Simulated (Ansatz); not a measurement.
# Ag (P6_3/mmc) in Ansatz: a series of runs

Runs on Ag. Level: PBEsol. Tasks: band structure, single point, equation of state.

Program: Ansatz 0.2.0. These are calculated values, not measurements. Logs are shortened: lines on timing, memory, paths and dates and some standing lists are left out, and cuts for length are marked.

## 1. The crystal as given

The structure is hexagonal, space group P6_3/mmc (No. 194). The conventional cell has a = 2.930 Å, b = 2.930 Å, c = 4.790 Å, α = 90.00°, β = 90.00°, γ = 120.00°. Ag (site symmetry -6m2) is surrounded by 12 Ag at 2.93 Å.

This isn't the form of Ag at room conditions, which is fcc.

## 2. Band structure, PBEsol, 17.80 Å³/atom

Input file input.yaml:

```yaml
crystal:
  lattice:
    - [2.93, -0.0586, 0.0]
    - [-1.5157490887, 2.5667544331, 0.0]
    - [0.0, 0.0, 4.79]
  atoms:
    - { symbol: Ag, position: [0.6666666667, 0.3333333333, 0.75] }
    - { symbol: Ag, position: [0.3333333333, 0.6666666667, 0.25] }
hamiltonian:
  xc: pbesol
  pseudopotentials: { kind: paw }
kpoints:
  mp_grid: { grid: [9, 9, 5] }
  band_path:
    path:
      - [[0.0, 0.0, 0.0], [-0.5, 0.5, 0.0], [-0.6661329064, 0.3215055822, 0.0], [-0.5, 0.0, 0.0], [-0.5, 0.0, -0.5], [-0.3338670936, -0.3215055822, -0.5], [0.0, -0.5, -0.5], [0.0, -0.5, 0.0], [-0.3338670936, -0.3215055822, 0.0]]
      - [[-0.6661329064, 0.3215055822, -0.5], [-0.5, 0.5, -0.5], [0.0, 0.0, -0.5]]
      - [[-0.5, 0.5, 0.0], [-0.5, 0.5, -0.5]]
    npoints: 14
scf:
  occupations: { method: fermi_dirac, width: 0.05 }
  n_extra_bands: 6
output:
  forces: true
  stress: true
  eigenvalues: true
  fatbands: true
  write_density: true
  write_potential: true
  elf: true
  volumetric_format: npy
```

Potentials or basis: Ansatz PAW.

Command:

```sh
$ ansatz run input.yaml --threads 2 --pin off --max-ram 5632MiB --backend cpu --events-out ev --progress --plain --runs-dir out
```

The log of the run:

```text
Warning: RAYON_NUM_THREADS=2 ignored (pool sized by the plan → 2); use --threads N
scf.n_extra_bands = 6 over 19 filled bands (N_el = 38.0): the run solves 25 bands
Engine: ansatz 0.2.0, x86_64-unknown-linux-gnu
Pseudopotentials: kind: paw
Pseudopotential: Ag, paw, valence charge 19, recommended cutoff 420 eV (normal), Ag.paw.azcp
Functional definition: PBEsol
  exchange = pbesol_x
  correlation = pbesol_c
Crystal: 2 atoms, lattice volume = 35.598 Å³
Basis set: ecut = 420 eV, 697 PW (Γ), exchange–correlation on 40×40×72 points (8 copies of the dense FFT grid, shifted against one another)
Bands: 25, of which v1, the nominal top of the filled ones, is band 19 counted from 1 (18 counted from 0)
Symmetry: 4 space group operations
Space group: P21/m (ITA 11), of the structure as read, at distance tolerance 3.3e-5 Å
k-points: 123 of 405
Non-local potential: Ag, projectors of the file, l = 0: 3, l = 1: 2, l = 2: 2, l = 3: 1
PAW form: soft (Blöchl's): semilocal exchange-correlation on the pseudo side does not see the compensation charge
PAW frozen core: Ag, regenerated for the run's functional, and the local potential with it (the file was generated under x = pbe(κ = 0.804, μ = 0.2195149727645171), c = pbe(β = 0.06672455060314922))
PAW one-centre angular grid: Ag, 590 points (default); XC on 64 Gauss nodes
Initial density: superposition of atomic densities (neutral atoms: chi_scale 0, normalization atom), corrected by the library's trained network
Initial wavefunctions: pseudopotential atomic-orbital guess
Functional: x = pbesol(κ = 0.804, μ = 0.12345679012345678), c = pbesol(β = 0.046)
SCF iter   1: F=—  HF=-15044.478888 eV  |F-HF|=—  |Δ(HF+E_count)|=         —  Δρ=1.01e-2  dr2=3.43e-2  ethr=1.77e-3  ⟨swp⟩=5.0  Hψ=11840  notcnv=0  defer=66
preconditioner: auto → none  [insulator: Δε(μ)=0.259 eV  Ē_g=12.917 eV  σ=0.050 eV  W_gap=0.82  n_scr=10 (ndim 8)  ℏωp=29.2 eV  f_vac=0.000  D(μ)=0.13/eV (n_scr^D=0)  ε∞_Penn≈6.1]
SCF iter   2: F=—  HF=-15044.469436 eV  |F-HF|=—  |Δ(HF+E_count)|=   9.45e-3  Δρ=1.71e-3  dr2=3.42e-4  ethr=9.04e-5  ⟨swp⟩=2.4  Hψ=5836  notcnv=0  defer=170
SCF iter   3: F=—  HF=-15044.469375 eV  |F-HF|=—  |Δ(HF+E_count)|=   6.07e-5  Δρ=7.26e-4  dr2=7.85e-5  ethr=9.00e-7  ⟨swp⟩=2.1  Hψ=4274  notcnv=0  defer=170
SCF iter   4: F=—  HF=-15044.469350 eV  |F-HF|=—  |Δ(HF+E_count)|=   2.54e-5  Δρ=3.24e-5  dr2=1.29e-7  ethr=2.07e-7  ⟨swp⟩=2.2  Hψ=5106  notcnv=0  defer=170
iter 5 did not close the SCF: its close was put off for the readings that it lacked (scf_convergence_deferred on its scf_iter line)
SCF iter   5: F=-15044.469350 eV  HF=-15044.469350 eV  |F-HF|=1.91e-9  |Δ(HF+E_count)|=   1.05e-7  Δρ=3.77e-6  dr2=3.10e-9  ethr=3.40e-10  ⟨swp⟩=2.0  Hψ=4289  notcnv=0  defer=170
SCF iter   6: F=-15044.469350 eV  HF=-15044.469350 eV  |F-HF|=1.64e-10  |Δ(HF+E_count)|=  4.35e-10  Δρ=1.01e-6  dr2=2.33e-10  ethr=8.16e-12  ⟨swp⟩=7.7  Hψ=16846  notcnv=0
SCF 1 converged in 6 iterations: F = -15044.469350 eV  dr2 = 2.33e-10
NSCF: frozen V_eff on 157 k-points
SCF converged after 6 iterations
Free energy (F): -15044.469350 eV
Harris-Foulkes:  -15044.469350 eV  (|F-HF|=1.64e-10)
Internal energy: -15044.468028 eV  (E = F + TS)
E sigma→0 (E₀):  -15044.468689 eV
Entropy (-TS):   -0.001322 eV (-0.661 meV/atom)
Fermi energy:    16.263271 eV
--- Per-component energies (eV) ---
  E_band       = -505.097038
  E_kinetic    = 1053.085395
  E_local      = -4523.281631  (includes V_loc(G=0)·N_el)
  E_nonlocal   = 165.373278
  E_hartree    = 2044.962270
  E_xc         = -366.497929
  E_vxc        = -467.564661  (∫ρ·V_xc dr)
  E_paw        = -7669.236829  (= ΣΔE_a)
  E_vpaw       = -822.634012  (= ΣTr[D̂ρ^β])
  E_aug_tail   = 0.000608  (compensation charges beyond the density's cutoff)
  E_ewald      = -5749.518668
  E_core_change = 0.645478  (= ΣΔE_core)
  E_smearing   = -0.001322  (= −TS)
  E_closure    = 0.000000  (closes the sum)
  Σ components = -15044.469350   (vs F -15044.469350, Δ=0.00e0)
--- Forces (eV/Å), atoms counted from 1 ---
  atom   1  Ag    -0.03997126    -0.00125476     0.00000000
  atom   2  Ag     0.03997126     0.00125476     0.00000000
  max |Σ_I F_I| component: 6.94e-18 eV/Å
--- Stress (GPa, compression-positive) ---
       -7.168446       1.987371       0.000000
        1.987371      -6.903611       0.000000
        0.000000       0.000000      -5.600647
  P = ⅓ Tr σ = -6.5576 GPa (-65.576 kbar)
--- Band table (eV; the first three rows and the last of 123) ---
  k-point 0: bands = ["-75.5281", "-75.5143", "-39.0895", "-38.9804", "-38.9728", "-38.9596", "-38.9514", "-38.9510", "8.6810", "10.0857", "11.5232", "11.5942", "11.7677", "11.8636", "12.0681", "12.2207", "12.2907", "13.1702", "13.2384", "15.8565", "19.5433", "31.4898", "33.4135", "33.5612", "33.6241"]
  k-point 1: bands = ["-75.5268", "-75.5156", "-39.0764", "-38.9785", "-38.9709", "-38.9641", "-38.9616", "-38.9534", "8.9780", "10.1390", "11.4734", "11.5428", "11.6937", "11.7888", "11.9942", "12.3888", "12.4788", "13.1363", "13.2074", "14.3447", "21.5731", "31.1391", "32.6119", "33.0527", "33.6203"]
  k-point 2: bands = ["-75.5234", "-75.5191", "-39.0420", "-38.9993", "-38.9731", "-38.9667", "-38.9653", "-38.9588", "9.7208", "10.1795", "11.4555", "11.5447", "11.5662", "11.7589", "11.8492", "12.4323", "12.7174", "12.8063", "12.9923", "13.0715", "25.0793", "28.8064", "31.7351", "32.1602", "33.9307"]
  k-point 122: bands = ["-75.5127", "-75.5110", "-39.0798", "-39.0724", "-39.0132", "-39.0036", "-38.9933", "-38.9812", "10.3509", "10.6055", "10.9130", "11.1711", "11.9102", "12.4002", "12.5503", "12.7505", "13.1901", "13.3899", "15.5494", "17.0030", "22.5263", "23.7680", "26.3486", "27.8197", "28.4757"]
```

bands.tsv:

```text
# k_distance	band_0	band_1	band_2	band_3	band_4	band_5	band_6	band_7	band_8	band_9	band_10	band_11	band_12	band_13	band_14	band_15	band_16	band_17	band_18	band_19	band_20	band_21	band_22	band_23	band_24
# fermi_ev = 16.263271
[... 177 lines left out ...]
8.646144	-91.776608	-91.776009	-55.349681	-55.346938	-55.257518	-55.252535	-55.249710	-55.246415	-6.104980	-6.026650	-5.481978	-5.424305	-3.888573	-3.706401	-3.239230	-3.023969	-2.891096	-2.874579	0.415766	0.634872	3.996239	4.029920	13.422229	13.459144	13.504136
8.692992	-91.776308	-91.776308	-55.348483	-55.348483	-55.254790	-55.254790	-55.248126	-55.248126	-6.066753	-6.066753	-5.456718	-5.456718	-3.798369	-3.798369	-3.122512	-3.122512	-2.883949	-2.883949	0.527282	0.527282	3.991720	3.991720	13.537292	13.537292	13.770349
```

fatbands.tsv:

```text
# ik	k_distance	band	e_minus_ef	ag0_l0_4S	ag0_l0_5S	ag0_l1_4P	ag0_l2_4D	ag1_l0_4S	ag1_l0_5S	ag1_l1_4P	ag1_l2_4D
# fermi_ev = 16.263271
# lock_threshold_ev = 1e-12
# [0, 0, 0] at k_distance = 0.000000
# [-0.5, 0.5, 0] at k_distance = 1.217194
# [-0.6661329064, 0.3215055822, 0] at k_distance = 1.969211
# [-0.5, 0, 0] at k_distance = 2.646887
# [-0.5, 0, -0.5] at k_distance = 3.302751
# [-0.3338670936, -0.3215055822, -0.5] at k_distance = 3.980427
# [0, -0.5, -0.5] at k_distance = 4.696239
# [0, -0.5, 0] at k_distance = 5.352104
# [-0.3338670936, -0.3215055822, 0] at k_distance = 6.067916
# [-0.6661329064, 0.3215055822, -0.5] at k_distance = 6.067916
# [-0.5, 0.5, -0.5] at k_distance = 6.819933
# [0, 0, -0.5] at k_distance = 8.037127
# [-0.5, 0.5, 0] at k_distance = 8.037127
# [-0.5, 0.5, -0.5] at k_distance = 8.692992
# jumps = 113 142
# n_points = 157
0	0.000000	0	-91.791407	0.485185	0.014812	0.000000	0.000001	0.485185	0.014812	0.000000	0.000001
0	0.000000	1	-91.777600	0.497951	0.000954	0.000000	0.001093	0.497951	0.000954	0.000000	0.001093
0	0.000000	2	-55.352771	0.000000	0.000000	0.499997	0.000001	0.000000	0.000000	0.499997	0.000001
0	0.000000	3	-55.243636	0.000000	0.000000	0.499976	0.000021	0.000000	0.000000	0.499976	0.000021
0	0.000000	4	-55.236069	0.000000	0.000000	0.499979	0.000018	0.000000	0.000000	0.499979	0.000018
0	0.000000	5	-55.222870	0.000000	0.000000	0.499977	0.000019	0.000000	0.000000	0.499977	0.000019
[... 2053 lines left out ...]
82	4.593980	9	-6.020635	0.000135	0.040307	0.000204	0.458841	0.000135	0.040307	0.000204	0.458841
82	4.593980	10	-5.407968	0.000000	0.000025	0.000064	0.498302	0.000000	0.000025	0.000064	0.498302
82	4.593980	11	-5.407968	0.000000	0.0
```

Run time: 3.9 s. Hardware: 2 threads of Intel Xeon 6975P-C (Granite Rapids), shared host; peak memory 0.4 GiB.

What came out:

```yaml
Free_energy: -15044.4693 eV
Pressure: -6.6 GPa
Largest_force: 0.040 eV/Å
Band_gap_on_the_k_mesh: none (metal or under the smearing width)
```

Caveat: the PAW data sets come from PBE, with cores solved anew for the run's functional, which leaves a small shift of forces and pressure.

## 3. Band structure, PBEsol, 17.80 Å³/atom

Input file input.yaml:

```yaml
crystal:
  lattice:
    - [2.93, -0.0293, 0.0]
    - [-1.4903745443, 2.5521044331, 0.0]
    - [0.0, 0.0, 4.79]
  atoms:
    - { symbol: Ag, position: [0.6666666667, 0.3333333333, 0.75] }
    - { symbol: Ag, position: [0.3333333333, 0.6666666667, 0.25] }
hamiltonian:
  xc: pbesol
  pseudopotentials: { kind: paw }
kpoints:
  mp_grid: { grid: [9, 9, 5] }
  band_path:
    path:
      - [[0.0, 0.0, 0.0], [-0.5, 0.5, 0.0], [-0.6665333067, 0.3274914183, 0.0], [-0.5, 0.0, 0.0], [-0.5, 0.0, -0.5], [-0.3334666933, -0.3274914183, -0.5], [0.0, -0.5, -0.5], [0.0, -0.5, 0.0], [-0.3334666933, -0.3274914183, 0.0]]
      - [[-0.6665333067, 0.3274914183, -0.5], [-0.5, 0.5, -0.5], [0.0, 0.0, -0.5]]
      - [[-0.5, 0.5, 0.0], [-0.5, 0.5, -0.5]]
    npoints: 14
scf:
  occupations: { method: fermi_dirac, width: 0.05 }
  n_extra_bands: 6
output:
  forces: true
  stress: true
  eigenvalues: true
  fatbands: false
```

Potentials or basis: Ansatz PAW.

Command:

```sh
$ ansatz run input.yaml --threads 2 --pin off --max-ram 5632MiB --backend cpu --events-out ev --progress --plain --runs-dir out
```

Wall time 3.3 s (2 threads of Intel Xeon 6975P-C (Granite Rapids), shared host); peak memory 0.39 GiB.

The run converged. Its results:

```yaml
Free_energy: -15044.4755 eV
Pressure: -6.7 GPa
Largest_force: 0.020 eV/Å
Band_gap_on_the_k_mesh: none (metal or under the smearing width)
```

Caveat: the PAW data sets come from PBE, with cores solved anew for the run's functional, which leaves a small shift of forces and pressure.

## 4. Single point, PBEsol, 16.74 Å³/atom (volume scaled by 0.94)

Input file input.yaml:

```yaml
crystal:
  lattice:
    - [2.8701872985, 0.0, 0.0]
    - [-1.4350936493, 2.4856551142, 0.0]
    - [0.0, 0.0, 4.6922174607]
  atoms:
    - { symbol: Ag, position: [0.6666666667, 0.3333333333, 0.75] }
    - { symbol: Ag, position: [0.3333333333, 0.6666666667, 0.25] }
hamiltonian:
  xc: pbesol
  pseudopotentials: { kind: paw }
kpoints:
  mp_grid: { grid: [10, 10, 6] }
scf:
  occupations: { method: fermi_dirac, width: 0.05 }
output:
  forces: true
  stress: true
  eigenvalues: true
```

Command:

```sh
$ ansatz run input.yaml --threads 2 --pin off --max-ram 5632MiB --backend cpu --events-out ev --progress --plain --runs-dir out
```

Run time: 0.86 s. Hardware: 2 threads of Intel Xeon 6975P-C (Granite Rapids), shared host; peak memory 0.34 GiB.

It converged, with:

* Free energy: -15044.4727 eV
* Pressure: -0.1 GPa
* Band gap on the k mesh: none (metal or under the smearing width)

Caveat: the PAW data sets come from PBE, with cores solved anew for the run's functional, which leaves a small shift of forces and pressure.

## 5. Single point, PBEsol, 17.09 Å³/atom (volume scaled by 0.96)

input.yaml, as its differences from that of step 4:

```diff
@@ -2,5 +2,5 @@
   lattice:
-    - [2.8701872985, 0.0, 0.0]
-    - [-1.4350936493, 2.4856551142, 0.0]
-    - [0.0, 0.0, 4.6922174607]
+    - [2.8904005511, 0.0, 0.0]
+    - [-1.4452002756, 2.5031603044, 0.0]
+    - [0.0, 0.0, 4.7252623344]
   atoms:
```

Command:

```sh
$ ansatz run input.yaml --threads 2 --pin off --max-ram 5632MiB --backend cpu --events-out ev --progress --plain --runs-dir out
```

It took 0.8 s on 2 threads of Intel Xeon 6975P-C (Granite Rapids), shared host; peak memory 0.34 GiB.

The run converged. Its results:

```
Free energy            : -15044.4672 eV
Pressure               : -2.4 GPa
Band gap on the k mesh : none (metal or under the smearing width)
```

Caveat: the PAW data sets come from PBE, with cores solved anew for the run's functional, which leaves a small shift of forces and pressure.

## 6. Single point, PBEsol, 17.45 Å³/atom (volume scaled by 0.98)

input.yaml, as its differences from that of step 5:

```diff
@@ -2,5 +2,5 @@
   lattice:
-    - [2.8904005511, 0.0, 0.0]
-    - [-1.4452002756, 2.5031603044, 0.0]
-    - [0.0, 0.0, 4.7252623344]
+    - [2.910334978, 0.0, 0.0]
+    - [-1.455167489, 2.5204240244, 0.0]
+    - [0.0, 0.0, 4.7578513803]
   atoms:
```

Potentials or basis: Ansatz PAW.

Command:

```sh
$ ansatz run input.yaml --threads 2 --pin off --max-ram 5632MiB --backend cpu --events-out ev --progress --plain --runs-dir out
```

Wall time 0.92 s (2 threads of Intel Xeon 6975P-C (Granite Rapids), shared host); peak memory 0.34 GiB.

The run converged. Its results:

| Property | Result |
| --- | --- |
| Free energy | -15044.4521 eV |
| Pressure | -4.4 GPa |
| Band gap on the k mesh | none (metal or under the smearing width) |

Caveat: the PAW data sets come from PBE, with cores solved anew for the run's functional, which leaves a small shift of forces and pressure.

## 7. Single point, PBEsol, 17.81 Å³/atom

input.yaml, as its differences from that of step 6:

```diff
@@ -2,5 +2,5 @@
   lattice:
-    - [2.910334978, 0.0, 0.0]
-    - [-1.455167489, 2.5204240244, 0.0]
-    - [0.0, 0.0, 4.7578513803]
+    - [2.93, 0.0, 0.0]
+    - [-1.465, 2.5374544331, 0.0]
+    - [0.0, 0.0, 4.79]
   atoms:
```

Command:

```sh
$ ansatz run input.yaml --threads 2 --pin off --max-ram 5632MiB --backend cpu --events-out ev --progress --plain --runs-dir out
```

Wall time 0.79 s (2 threads of Intel Xeon 6975P-C (Granite Rapids), shared host); peak memory 0.34 GiB.

It converged, with:

| Property | Result |
| --- | --- |
| Free energy | -15044.4287 eV |
| Pressure | -6.1 GPa |
| Band gap on the k mesh | none (metal or under the smearing width) |

Caveat: the PAW data sets come from PBE, with cores solved anew for the run's functional, which leaves a small shift of forces and pressure.

## 8. Single point, PBEsol, 18.16 Å³/atom (volume scaled by 1.02)

input.yaml, as its differences from that of step 7:

```diff
@@ -2,5 +2,5 @@
   lattice:
-    - [2.93, 0.0, 0.0]
-    - [-1.465, 2.5374544331, 0.0]
-    - [0.0, 0.0, 4.79]
+    - [2.949404539, 0.0, 0.0]
+    - [-1.4747022695, 2.5542592568, 0.0]
+    - [0.0, 0.0, 4.8217227788]
   atoms:
```

Command:

```sh
$ ansatz run input.yaml --threads 2 --pin off --max-ram 5632MiB --backend cpu --events-out ev --progress --plain --runs-dir out
```

It took 0.81 s on 2 threads of Intel Xeon 6975P-C (Granite Rapids), shared host; peak memory 0.34 GiB.

It converged, with:

* Free energy: -15044.3980 eV
* Pressure: -7.6 GPa
* Band gap on the k mesh: none (metal or under the smearing width)

Caveat: the PAW data sets come from PBE, with cores solved anew for the run's functional, which leaves a small shift of forces and pressure.

## 9. Single point, PBEsol, 18.52 Å³/atom (volume scaled by 1.04)

input.yaml, as its differences from that of step 8:

```diff
@@ -2,5 +2,5 @@
   lattice:
-    - [2.949404539, 0.0, 0.0]
-    - [-1.4747022695, 2.5542592568, 0.0]
-    - [0.0, 0.0, 4.8217227788]
+    - [2.9685570532, 0.0, 0.0]
+    - [-1.4842785266, 2.5708458207, 0.0]
+    - [0.0, 0.0, 4.8530335443]
   atoms:
@@ -19 +19,5 @@
   eigenvalues: true
+  write_density: true
+  write_potential: true
+  elf: true
+  volumetric_format: npy
```

Potentials or basis: Ansatz PAW.

Command:

```sh
$ ansatz run input.yaml --threads 2 --pin off --max-ram 5632MiB --backend cpu --events-out ev --progress --plain --runs-dir out
```

Wall time 1.1 s (2 threads of Intel Xeon 6975P-C (Granite Rapids), shared host); peak memory 0.35 GiB.

It converged, with:

```yaml
Free_energy: -15044.3612 eV
Pressure: -8.9 GPa
Band_gap_on_the_k_mesh: none (metal or under the smearing width)
```

Caveat: the PAW data sets come from PBE, with cores solved anew for the run's functional, which leaves a small shift of forces and pressure.

## 10. Single point, PBEsol, 18.87 Å³/atom (volume scaled by 1.06)

input.yaml, as its differences from that of step 9:

```diff
@@ -2,5 +2,5 @@
   lattice:
-    - [2.9685570532, 0.0, 0.0]
-    - [-1.4842785266, 2.5708458207, 0.0]
-    - [0.0, 0.0, 4.8530335443]
+    - [2.9874655697, 0.0, 0.0]
+    - [-1.4937327848, 2.5872210763, 0.0]
+    - [0.0, 0.0, 4.8839454194]
   atoms:
@@ -19,5 +19 @@
   eigenvalues: true
-  write_density: true
-  write_potential: true
-  elf: true
-  volumetric_format: npy
```

Command:

```sh
$ ansatz run input.yaml --threads 2 --pin off --max-ram 5632MiB --backend cpu --events-out ev --progress --plain --runs-dir out
```

It took 0.84 s on 2 threads of Intel Xeon 6975P-C (Granite Rapids), shared host; peak memory 0.34 GiB.

Results (log left out):

```
Free energy            : -15044.3190 eV
Pressure               : -10.0 GPa
Band gap on the k mesh : none (metal or under the smearing width)
```

Caveat: the PAW data sets come from PBE, with cores solved anew for the run's functional, which leaves a small shift of forces and pressure.

## 11. Equation of state, PBEsol

This step only gathers the single runs of the series.

What came out:

| Property | Result |
| --- | --- |
| Equilibrium volume | 16.73 Å³/atom (rough: see the caveat) |
| Bulk modulus at fixed shape and positions | 117 GPa (rough) |

Energy against volume, from the lowest point:
```tsv
volume (Å³/atom)	energy (meV/atom)
16.738	0.00
17.094	2.75
17.450	10.31
17.806	22.02
18.162	37.33
18.518	55.75
18.875	76.85
```

Caveat: the minimum lies outside the volumes run; the cell was scaled at fixed shape and fractional positions, which overstates the stiffness of a crystal with free parameters, most of all of layers and chains.
